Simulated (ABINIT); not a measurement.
# HfO2 (Fm-3m) in ABINIT: settings compared, part 2 of 2

ABINIT 10.8.3 (patched build).

### Step 3. Single point, LDA-PZ

Input file run.abi:

```
# Pseudopotentials
pp_dirpath "./"
pseudos "Hf.upf, O.upf"

# Structure
acell 3.6168511858 3.6168511858 3.6168511858 Angstrom
rprim
     0.0000000000     0.7071067812     0.7071067812
     0.7071067812     0.0000000000     0.7071067812
     0.7071067812     0.7071067812     0.0000000000
ntypat 2
znucl 72 8
natom 3
typat 1 2 2
xred
     0.0000000000     0.0000000000     0.0000000000
     0.7500000000     0.7500000000     0.7500000000
     0.2500000000     0.2500000000     0.2500000000

# Plane-wave basis
ecut 35.0

# k points
kptopt 1
ngkpt 7 7 7
nshiftk 1
shiftk 0.0 0.0 0.0

# Exchange and correlation
ixc 2

# Bands and occupations
nband 16
occopt 3
tsmear 0.05 eV

# SCF cycle
nstep 100
tolvrs 1.0e-10

# Output
iomode 3
prtwf 0
prtden 0
prteig 0
prtebands 0
enunit 1
```

Potentials or basis: PseudoDojo NC SR LDA v0.4.1 standard.

Launch:

```sh
abinit run.abi > log 2>&1
```

run.abo:

```text
.Version 10.8.3 of ABINIT
 Symmetries : space group Fm -3 m (#225); Bravais cF (face-center cubic)
================================================================================
 Values of the parameters that define the memory need of the present run
     intxc =       0    ionmov =       0      iscf =       7    lmnmax =       8
     lnmax =       8     mgfft =      40  mpssoang =       4    mqgrid =    3001
     natom =       3  nloc_mem =       1    nspden =       1   nspinor =       1
    nsppol =       1      nsym =      48    n1xccc =    2501    ntypat =       2
    occopt =       3   xclevel =       1
       mpw =        2247          nfft =       64000          nkpt =          20
================================================================================
================================================================================

--------------------------------------------------------------------------------
------------- Echo of variables that govern the present computation ------------
--------------------------------------------------------------------------------
 -outvars: echo values of preprocessed input variables --------
            acell      6.8348581793E+00  6.8348581793E+00  6.8348581793E+00 Bohr
              amu      1.78490000E+02  1.59994000E+01
             ecut      3.50000000E+01 Hartree
           enunit           1
              ixc           2
         kptrlatt        7    0    0      0    7    0      0    0    7
          kptrlen      4.78440073E+01
            natom           3
            nband          16
            ngfft          40      40      40
             nkpt          20
            nstep         100
             nsym          48
           ntypat           2
           occopt           3
           prtden           0
        prtebands           0
           prteig           0
            prtwf           0
            rprim      0.0000000000E+00  7.0710678120E-01  7.0710678120E-01
                       7.0710678120E-01  0.0000000000E+00  7.0710678120E-01
                       7.0710678120E-01  7.0710678120E-01  0.0000000000E+00
          spgroup         225
           tolvrs      1.00000000E-10
           tsmear      1.83746611E-03 Hartree
            typat      1  2  2
           xangst      0.0000000000E+00  0.0000000000E+00  0.0000000000E+00
                       3.8362500001E+00  3.8362500001E+00  3.8362500001E+00
                       1.2787500000E+00  1.2787500000E+00  1.2787500000E+00
            xcart      0.0000000000E+00  0.0000000000E+00  0.0000000000E+00
                       7.2494618507E+00  7.2494618507E+00  7.2494618507E+00
                       2.4164872836E+00  2.4164872836E+00  2.4164872836E+00
             xred      0.0000000000E+00  0.0000000000E+00  0.0000000000E+00
                       7.5000000000E-01  7.5000000000E-01  7.5000000000E-01
                       2.5000000000E-01  2.5000000000E-01  2.5000000000E-01
            znucl       72.00000    8.00000

================================================================================

 chkinp: Checking input parameters for consistency.

================================================================================
== DATASET  1 ==================================================================

--- !DatasetInfo
iteration_state: {dtset: 1, }
dimensions: {natom: 3, nkpt: 20, mband: 16, nsppol: 1, nspinor: 1, nspden: 1, mpw: 2247, }
cutoff_energies: {ecut:  35.0, pawecutdg:  -1.0, }
electrons: {nelect:   2.40000000E+01, charge:   0.00000000E+00, occopt:   3.00000000E+00, tsmear:   1.83746611E-03, }
meta: {optdriver: 0, ionmov: 0, optcell: 0, iscf: 7, paral_kgb: 0, }
...

 Exchange-correlation functional for the present dataset will be:
  LDA: Perdew-Zunger-Ceperley-Alder - ixc=2
  J.P.Perdew and A.Zunger, PRB 23, 5048 (1981)

 Real(R)+Recip(G) space primitive vectors, cartesian coordinates (Bohr,Bohr^-1):
[... 65 lines left out ...]
- [  0.00000000E+00,   7.95515549E-04,   0.00000000E+00, ]
- [  0.00000000E+00,   0.00000000E+00,   7.95515549E-04, ]
pressure_GPa:  -2.3405E+01
xred      :
- [  0.0000E+00,   0.0000E+00,   0.0000E+00, Hf]
- [  7.5000E-01,   7.5000E-01,   7.5000E-01,  O]
- [  2.5000E-01,   2.5000E-01,   2.5000E-01,  O]
cartesian_forces: # hartree/bohr
- [ -0.00000000E+00,  -0.00000000E+00,  -0.00000000E+00, ]
- [ -0.00000000E+00,  -0.00000000E+00,  -0.00000000E+00, ]
- [ -0.00000000E+00,  -0.00000000E+00,  -0.00000000E+00, ]
force_length_stats: {min:   0.00000000E+00, max:   0.00000000E+00, mean:   0.00000000E+00, }
...

 Integrated electronic density in atomic spheres:
 ------------------------------------------------
 Atom  Sphere_radius  Integrated_density
    1        2.00000          8.28055679
    2        2.00000          6.30638312
    3        2.00000          6.30638312
================================================================================

 ----iterations are completed or convergence reached----

 Mean square residual over all n,k,spin=   11.117E-07; max=  67.162E-06
 reduced coordinates (array xred) for    3 atoms
       0.000000000000      0.000000000000      0.000000000000
       0.750000000000      0.750000000000      0.750000000000
       0.250000000000      0.250000000000      0.250000000000
 rms dE/dt=  0.0000E+00; max dE/dt=  0.0000E+00; dE/dt below (all hartree)
    1       0.000000000000      0.000000000000      0.000000000000
    2       0.000000000000      0.000000000000      0.000000000000
    3       0.000000000000      0.000000000000      0.000000000000

 cartesian coordinates (angstrom) at end:
    1      0.00000000000000     0.00000000000000     0.00000000000000
    2      3.83625000010566     3.83625000010566     3.83625000010566
    3      1.27875000003522     1.27875000003522     1.27875000003522

 cartesian forces (hartree/bohr) at end:
    1     -0.00000000000000    -0.00000000000000    -0.00000000000000
    2     -0.00000000000000    -0.00000000000000    -0.00000000000000
    3     -0.00000000000000    -0.00000000000000    -0.00000000000000
 frms,max,avg= 0.0000000E+00 0.0000000E+00   0.000E+00  0.000E+00  0.000E+00 h/b

 cartesian forces (eV/Angstrom) at end:
    1     -0.00000000000000    -0.00000000000000    -0.00000000000000
    2     -0.00000000000000    -0.00000000000000    -0.00000000000000
    3     -0.00000000000000    -0.00000000000000    -0.00000000000000
 frms,max,avg= 0.0000000E+00 0.0000000E+00   0.000E+00  0.000E+00  0.000E+00 e/A
 length scales=  6.834858179327  6.834858179327  6.834858179327 bohr
              =  3.616851185800  3.616851185800  3.616851185800 angstroms
 Fermi (or HOMO) energy (eV) =   9.65066   Average Vxc (eV)= -12.57029
 Eigenvalues (   eV  ) for nkpt=  20  k points:
 kpt#   1, nband= 16, wtk=  0.00292, kpt=  0.0000  0.0000  0.0000 (reduced coord)
 -53.80315  -22.28369  -22.28369  -22.28369  -10.90631   -7.84829    2.12275    2.12275
   2.12275    6.75618    6.75618    6.75618   11.04801   11.04801   12.83960   17.42974
 prteigrs : prtvol=0 or 1, do not print more k-points.

--- !EnergyTerms
iteration_state     : {dtset: 1, }
comment             : Components of total free energy in Hartree
kinetic             :  3.65082273666216E+01
hartree             :  1.39329400806065E+01
xc                  : -2.24088298574844E+01
Ewald energy        : -6.72333630680685E+01
psp_core            :  3.66627896553358E+00
local_psp           : -5.13266348220851E+01
non_local_psp       : -2.83035001269937E+00
internal            : -8.96917313475758E+01
'-kT*entropy'       : -9.72497265066946E-16
total_energy        : -8.96917313475758E+01
total_energy_eV     : -2.44063634476965E+03
band_energy         : -8.27972700611175E+00
...

 Cartesian components of stress tensor (hartree/bohr^3)
  sigma(1 1)=  7.95515549E-04  sigma(3 2)=  0.00000000E+00
  sigma(2 2)=  7.95515549E-04  sigma(3 1)=  0.00000000E+00
  sigma(3 3)=  7.95515549E-04  sigma(2 1)=  0.00000000E+00

-Cartesian components of stress tensor (GPa)         [Pressure= -2.3405E+01 GPa]
- sigma(1 1)=  2.34048755E+01  sigma(3 2)=  0.00000000E+00
- sigma(2 2)=  2.34048755E+01  sigma(3 1)=  0.00000000E+00
- sigma(3 3)=  2.34048755E+01  sigma(2 1)=  0.00000000E+00

== END DATASET(S) ==============================================================
================================================================================

 -outvars: echo values of variables after computation  --------
            acell      6.8348581793E+00  6.8348581793E+00  6.8348581793E+00 Bohr
           etotal     -8.9691731348E+01
            fcart     -0.0000000000E+00 -0.0000000000E+00 -0.0000000000E+00
                      -0.0000000000E+00 -0.0000000000E+00 -0.0000000000E+00
                      -0.0000000000E+00 -0.0000000000E+00 -0.0000000000E+00
            rprim      0.0000000000E+00  7.0710678120E-01  7.0710678120E-01
                       7.0710678120E-01  0.0000000000E+00  7.0710678120E-01
                       7.0710678120E-01  7.0710678120E-01  0.0000000000E+00
           strten      7.9551554854E-04  7.9551554854E-04  7.9551554854E-04
                       0.0000000000E+00  0.0000000000E+00  0.0000000000E+00
           xangst      0.0000000000E+00  0.0000000000E+00  0.0000000000E+00
                       3.8362500001E+00  3.8362500001E+00  3.8362500001E+00
                       1.2787500000E+00  1.2787500000E+00  1.2787500000E+00
             xred      0.0000000000E+00  0.0000000000E+00  0.0000000000E+00
                       7.5000000000E-01  7.5000000000E-01  7.5000000000E-01
                       2.5000000000E-01  2.5000000000E-01  2.5000000000E-01
 Calculation completed.
```

Run time: 32 s. Hardware: 1 thread of Arm Neoverse V1, shared host; peak memory 0.07 GiB.

Results:

```
Free energy                                           : -2440.6363 eV
Band gap on the k mesh                                : 3.74 eV, indirect (least direct gap 3.92 eV)
Valence electrons inside the program's atomic spheres : Hf 8.28; O 6.31
```

Caveat: the cutoff is too short for stress, so the log's stress isn't used; spin-orbit coupling is left out, which moves the levels of the heavy elements; an odd mesh through Γ misses points on the zone boundary, where band edges often lie.

### Step 4. Single point, LDA

Input file run.abi:

```
# Pseudopotentials
pp_dirpath "./"
pseudos "Hf.upf, O.upf"

# Structure
acell 3*1.0
rprim
     0.0000000000     4.8329745637     4.8329745637
     4.8329745637     0.0000000000     4.8329745637
     4.8329745637     4.8329745637     0.0000000000
ntypat 2
znucl 72 8
natom 3
typat 1 2 2
xcart
     0.0000000000     0.0000000000     0.0000000000
     3.8362500000     3.8362500000     3.8362500000
     1.2787500000     1.2787500000     1.2787500000 Angstrom

# Plane-wave basis
ecut 35.0

# k points
kptopt 1
ngkpt 7 7 7
nshiftk 1
shiftk 0.0 0.0 0.0

# Exchange and correlation
ixc 7

# Bands and occupations
nband 16
occopt 3
tsmear 0.00183747

# SCF cycle
nstep 100
tolvrs 1.0e-10

# Output
iomode 3
prtwf 0
prtden 0
prteig 0
prtebands 0
enunit 2
```

Potentials or basis: PseudoDojo NC SR LDA v0.4.1 standard.

Launch:

```sh
abinit run.abi > log 2>&1
```

run.abo:

```text
.Version 10.8.3 of ABINIT
 Symmetries : space group Fm -3 m (#225); Bravais cF (face-center cubic)
================================================================================
 Values of the parameters that define the memory need of the present run
     intxc =       0    ionmov =       0      iscf =       7    lmnmax =       8
     lnmax =       8     mgfft =      40  mpssoang =       4    mqgrid =    3001
     natom =       3  nloc_mem =       1    nspden =       1   nspinor =       1
    nsppol =       1      nsym =      48    n1xccc =    2501    ntypat =       2
    occopt =       3   xclevel =       1
       mpw =        2247          nfft =       64000          nkpt =          20
================================================================================
================================================================================

--------------------------------------------------------------------------------
------------- Echo of variables that govern the present computation ------------
--------------------------------------------------------------------------------
 -outvars: echo values of preprocessed input variables --------
            acell      1.0000000000E+00  1.0000000000E+00  1.0000000000E+00 Bohr
              amu      1.78490000E+02  1.59994000E+01
             ecut      3.50000000E+01 Hartree
           enunit           2
              ixc           7
         kptrlatt        7    0    0      0    7    0      0    0    7
          kptrlen      4.78440072E+01
            natom           3
            nband          16
            ngfft          40      40      40
             nkpt          20
            nstep         100
             nsym          48
           ntypat           2
           occopt           3
           prtden           0
        prtebands           0
           prteig           0
            prtwf           0
            rprim      0.0000000000E+00  4.8329745637E+00  4.8329745637E+00
                       4.8329745637E+00  0.0000000000E+00  4.8329745637E+00
                       4.8329745637E+00  4.8329745637E+00  0.0000000000E+00
          spgroup         225
           tolvrs      1.00000000E-10
           tsmear      1.83747000E-03 Hartree
            typat      1  2  2
           xangst      0.0000000000E+00  0.0000000000E+00  0.0000000000E+00
                       3.8362499974E+00  3.8362499974E+00  3.8362499974E+00
[... 145 lines left out ...]
              =  0.529177210544  0.529177210544  0.529177210544 angstroms
 Fermi (or HOMO) energy (hartree) =   0.35440   Average Vxc (hartree)=  -0.46184
 Eigenvalues (hartree) for nkpt=  20  k points:
 kpt#   1, nband= 16, wtk=  0.00292, kpt=  0.0000  0.0000  0.0000 (reduced coord)
  -1.97766   -0.81930   -0.81930   -0.81930   -0.40087   -0.28856    0.07797    0.07797
   0.07797    0.24818    0.24818    0.24818    0.40595    0.40595    0.47199    0.64030
      occupation numbers for kpt#   1
   2.00000    2.00000    2.00000    2.00000    2.00000    2.00000    2.00000    2.00000
   2.00000    2.00000    2.00000    2.00000    0.00000    0.00000    0.00000    0.00000
 prteigrs : prtvol=0 or 1, do not print more k-points.

 Fermi (or HOMO) energy (eV) =   9.64361   Average Vxc (eV)= -12.56718
 Eigenvalues (   eV  ) for nkpt=  20  k points:
 kpt#   1, nband= 16, wtk=  0.00292, kpt=  0.0000  0.0000  0.0000 (reduced coord)
 -53.81500  -22.29420  -22.29420  -22.29420  -10.90819   -7.85208    2.12159    2.12159
   2.12159    6.75333    6.75333    6.75333   11.04659   11.04659   12.84364   17.42336
 prteigrs : prtvol=0 or 1, do not print more k-points.

--- !EnergyTerms
iteration_state     : {dtset: 1, }
comment             : Components of total free energy in Hartree
kinetic             :  3.65152719712257E+01
hartree             :  1.39381354551914E+01
xc                  : -2.24196623594579E+01
Ewald energy        : -6.72333631159552E+01
psp_core            :  3.66627897336746E+00
local_psp           : -5.13356876695444E+01
non_local_psp       : -2.83214661861348E+00
internal            : -8.97011733637864E+01
'-kT*entropy'       : -5.96378213780145E-16
total_energy        : -8.97011733637864E+01
total_energy_eV     : -2.44089327511969E+03
band_energy         : -8.28409540520722E+00
...

 Cartesian components of stress tensor (hartree/bohr^3)
  sigma(1 1)=  8.02589851E-04  sigma(3 2)=  0.00000000E+00
  sigma(2 2)=  8.02589851E-04  sigma(3 1)=  0.00000000E+00
  sigma(3 3)=  8.02589851E-04  sigma(2 1)=  0.00000000E+00

-Cartesian components of stress tensor (GPa)         [Pressure= -2.3613E+01 GPa]
- sigma(1 1)=  2.36130086E+01  sigma(3 2)=  0.00000000E+00
- sigma(2 2)=  2.36130086E+01  sigma(3 1)=  0.00000000E+00
- sigma(3 3)=  2.36130086E+01  sigma(2 1)=  0.00000000E+00

== END DATASET(S) ==============================================================
================================================================================

 -outvars: echo values of variables after computation  --------
            acell      1.0000000000E+00  1.0000000000E+00  1.0000000000E+00 Bohr
           etotal     -8.9701173364E+01
            fcart     -1.3602059746E-32  8.6146378394E-32 -2.0403089620E-31
                      -2.9924531442E-31  1.5415667713E-31  8.1612358479E-32
                       3.1284737417E-31 -2.4030305552E-31  1.2241853772E-31
            rprim      0.0000000000E+00  4.8329745637E+00  4.8329745637E+00
                       4.8329745637E+00  0.0000000000E+00  4.8329745637E+00
                       4.8329745637E+00  4.8329745637E+00  0.0000000000E+00
           strten      8.0258985081E-04  8.0258985081E-04  8.0258985081E-04
                       0.0000000000E+00  0.0000000000E+00  0.0000000000E+00
           xangst      0.0000000000E+00  0.0000000000E+00  0.0000000000E+00
                       3.8362499974E+00  3.8362499974E+00  3.8362499974E+00
                       1.2787499991E+00  1.2787499991E+00  1.2787499991E+00
             xred      0.0000000000E+00  0.0000000000E+00  0.0000000000E+00
                       7.5000000000E-01  7.5000000000E-01  7.5000000000E-01
                       2.5000000000E-01  2.5000000000E-01  2.5000000000E-01
 Calculation completed.
```

Wall time 20 s (1 thread of Intel Xeon 6975P-C (Granite Rapids), shared host); peak memory 0.07 GiB.

Results:

```yaml
Free_energy: -2440.8933 eV
Band_gap_on_the_k_mesh: 3.74 eV, indirect (least direct gap 3.92 eV)
Valence_electrons_inside_the_program's_atomic_spheres: Hf 8.28; O 6.31
```

Levels at points of the mesh, in eV from the valence-band top:
| k point | band 9 | band 10 | band 11 | band 12 | band 13 | band 14 | band 15 | band 16 |
| --- | --- | --- | --- | --- | --- | --- | --- | --- |
| (0.00, 0.00, 0.00) | -5.15 | -0.51 | -0.51 | -0.51 | 3.78 | 3.78 | 5.58 | 10.16 |

Caveat: the cutoff is too short for stress, so the log's stress isn't used; spin-orbit coupling is left out, which moves the levels of the heavy elements; an odd mesh through Γ misses points on the zone boundary, where band edges often lie. As with any semilocal functional, this LDA gap is likely too small.

### Step 5. Single point, LDA

Input file run.abi:

```
pp_dirpath "./"
pseudos "Hf.upf, O.upf"

acell 3.6168511858 3.6168511858 3.6168511858 Angstrom
rprim
     0.0000000000     0.7071067812     0.7071067812
     0.7071067812     0.0000000000     0.7071067812
     0.7071067812     0.7071067812     0.0000000000
ntypat 2
znucl 72 8
natom 3
typat 1 2 2
xred
     0.0000000000     0.0000000000     0.0000000000
     0.7500000000     0.7500000000     0.7500000000
     0.2500000000     0.2500000000     0.2500000000

ecut 35.0

kptopt 1
ngkpt 7 7 7
nshiftk 1
shiftk 0.0 0.0 0.0

ixc 7

nband 16
occopt 3
tsmear 0.05 eV

nstep 100
tolvrs 1.0e-10

iomode 3
prtwf 0
prtden 0
prteig 0
prtebands 0
enunit 1
```

Launch:

```sh
mpirun --bind-to none -np 4 abinit run.abi > log 2>&1
```

Run time: 6.1 s. Hardware: 4 MPI ranks of AMD EPYC 9R45 (Zen 5), shared host; peak memory 0.28 GiB.

Results (log left out):

```
Free energy                                           : -2440.8933 eV
Band gap on the k mesh                                : 3.74 eV, indirect (least direct gap 3.92 eV)
Valence electrons inside the program's atomic spheres : Hf 8.28; O 6.31
```

Levels at points of the mesh, in eV from the valence-band top:
```csv
k point,band 9,band 10,band 11,band 12,band 13,band 14,band 15,band 16
"(0.00, 0.00, 0.00)",-5.15,-0.51,-0.51,-0.51,3.78,3.78,5.58,10.16
```

Caveat: the cutoff is too short for stress, so the log's stress isn't used; spin-orbit coupling is left out, which moves the levels of the heavy elements; an odd mesh through Γ misses points on the zone boundary, where band edges often lie.

### Step 6. Summary

```csv
level,potentials or basis,gap on the mesh (eV)
PBE,PseudoDojo NC SR PBE v0.4.1 standard,3.95
LDA-PZ,PseudoDojo NC SR LDA v0.4.1 standard,3.74
LDA,PseudoDojo NC SR LDA v0.4.1 standard,3.74
```

Alike in all rows: task single point; no spin polarisation; cell as given; k mesh 7 × 7 × 7; cutoff (eV) 952; smearing fermi-dirac 0.05 eV.

Caveats: spin-orbit coupling is left out, which moves the levels of the heavy elements; an odd mesh through Γ misses points on the zone boundary, where band edges often lie.

Total energies depend on the potentials used, so only differences within one code and one set of settings carry meaning.
